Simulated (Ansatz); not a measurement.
## TiAl in Ansatz: the effect of functional

Crystal: TiAl.

```
Ti Al
1.0
     2.84802    0.00000    0.00000
    -1.42401    2.46646    0.00000
     0.00000    0.00000    4.64669
Ti Al
1 1
Direct
  0.00000 0.00000 0.00000
  0.33333 0.66667 0.50000
```

The cell comes from a database or a generator and needn't be the stable form of this composition.

The cell isn't the ideal one: volume scaled by 0.98.

Alike in all runs:

```yaml
Program: Ansatz 0.2.0
Task: single point
Potentials_or_basis: Ansatz PAW
k_mesh: 11 × 11 × 6
Occupations: fermi-dirac, width 0.05 eV
Spin: no spin polarisation
```

```tsv
functional	cutoff	pressure (GPa)
LDA	420 eV (not typed: the program's choice for these potentials)	-4.1
PBEsol	420 eV (not typed: the program's choice for these potentials)	?
r2SCAN	500 eV (not typed: the program's choice for these potentials)	1.2
```

Task: What does the run with functional PBEsol give?

Result: Pressure -0.7 GPa.

Caveats: the PAW data sets come from PBE, with cores solved anew for the run's functional, which leaves a small shift of forces and pressure.
